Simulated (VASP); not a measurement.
# CaO in VASP: how settings move the PBE single point

The PBE single point of CaO in the rocksalt structure, under -4.0 % biaxial strain in x and y, free along z is repeated with altered inputs. Which of them can be trusted?

Code: VASP 6.6.1. PAW datasets, plane waves. No spin polarisation and no zero-point or thermal motion.

**1. Starting point**

The cell comes from an earlier relaxation with r2SCAN in another program, then strained, with the atoms relaxed again.

It is tetragonal, I4/mmm (No. 139); a = 3.255 Å, c = 4.903 Å in the conventional setting, 12.99 Å³ an atom. Near Ca stand 6 O at 2.30–2.45 Å; near O stand 6 Ca at 2.30–2.45 Å.

As a file:

```cif
data_structure
_symmetry_space_group_name_H-M 'P 1'
_symmetry_Int_Tables_number 1
_cell_length_a 3.3625
_cell_length_b 3.3625
_cell_length_c 3.2550
_cell_angle_alpha 61.052
_cell_angle_beta 61.052
_cell_angle_gamma 57.897
_cell_volume 25.97
loop_
_atom_site_label
_atom_site_type_symbol
_atom_site_fract_x
_atom_site_fract_y
_atom_site_fract_z
_atom_site_occupancy
Ca1 Ca 0.00000 0.00000 0.00000 1
O1 O 0.50000 0.50000 0.50000 1
```

**2. Baseline**

Contents of INCAR:

```
ENCUT = 520.000000
SIGMA = 0.020000
EDIFF = 1.00e-07
GGA = PE
PREC = Accurate
IBRION = -1
ISIF = 2
ISMEAR = -1
NBANDS = 15
NELM = 120
NSW = 0
LASPH = .TRUE.
LCHARG = .FALSE.
LWAVE = .FALSE.
LREAL = .FALSE.
```

Contents of KPOINTS:

```
KPOINTS created by Atomic Simulation Environment
0
Gamma
10 10 10
0 0 0
```

Contents of POSCAR:

```
Ca O
 1.0000000000000000
     0.0000000000000000    2.3016481089999998    2.4512514325999999
     2.3016481089999998    0.0000000000000000    2.4512514325999999
     2.3016481089999998    2.3016481089999998    0.0000000000000000
 Ca  O
   1   1
Cartesian
  0.0000000000000000  0.0000000000000000  0.0000000000000000
  2.3016481089999998  2.3016481089999998  2.4512514325999994
```

A file KPOINTS_OPT adds named points for the levels; it doesn't enter the self-consistent loop.

Potentials: the recommended PBE PAW datasets, 16 valence electrons.

Launch:

```bash
$ mpirun -np 1 vasp_std
```

**3. Try 1**

Contents of INCAR:

```
ENCUT = 520.000000
EDIFF = 1.00e-07
PREC = Accurate
IBRION = -1
ISIF = 2
NBANDS = 15
NELM = 120
NSW = 0
LASPH = .TRUE.
LCHARG = .FALSE.
LWAVE = .FALSE.
LREAL = .FALSE.
METAGGA = RTPSS
ISMEAR = -1
SIGMA = 0.2
NELECT = 16.1
```

KPOINTS is that of step 2.

POSCAR is that of step 2.

**4. Try 2**

Contents of INCAR:

```
ENCUT = 520.000000
SIGMA = 0.020000
EDIFF = 1.00e-07
GGA = PE
IBRION = -1
ISIF = 2
ISMEAR = -1
NBANDS = 15
NSW = 0
LASPH = .TRUE.
LCHARG = .FALSE.
LWAVE = .FALSE.
LREAL = .FALSE.
PREC = High
NELM = 92
```

KPOINTS is that of step 2.

POSCAR is that of step 2.

**5. Try 3**

INCAR is that of step 2.

Contents of KPOINTS:

```
KPOINTS created by Atomic Simulation Environment
0
Gamma
7 7 7
0 0 0
```

POSCAR is that of step 2.

**Question.** What will these runs give? Wanted: for each run, changed; ending; energy change; pressure; electronic steps; usable.

As calculated:

| run | changed | ending | energy change (meV/atom) | pressure (GPa) | gap on the mesh (eV; negative: overlap) | electronic steps | time | usable |
| --- | --- | --- | --- | --- | --- | --- | --- | --- |
| ref. | – | converged | 0 | 12.3 | 3.50 | 13 | 25 s | yes |
| 1 | METAGGA = RTPSS, ISMEAR = -1, SIGMA = 0.2, NELECT = 16.1 | converged | – | 15.4 | – | 33 | 4.6 min | no |
| 2 | PREC = High, NELM = 92 | converged | 0.0 | 12.3 | 3.50 | 13 | 23 s | yes |
| 3 | mesh 7×7×7 | converged | 0.0 | 12.3 | 3.60 | 13 | 11 s | no |

**Reading.** Of 3 altered inputs, 2 ended normally on a faulty or unsound input, 1 gave usable results.
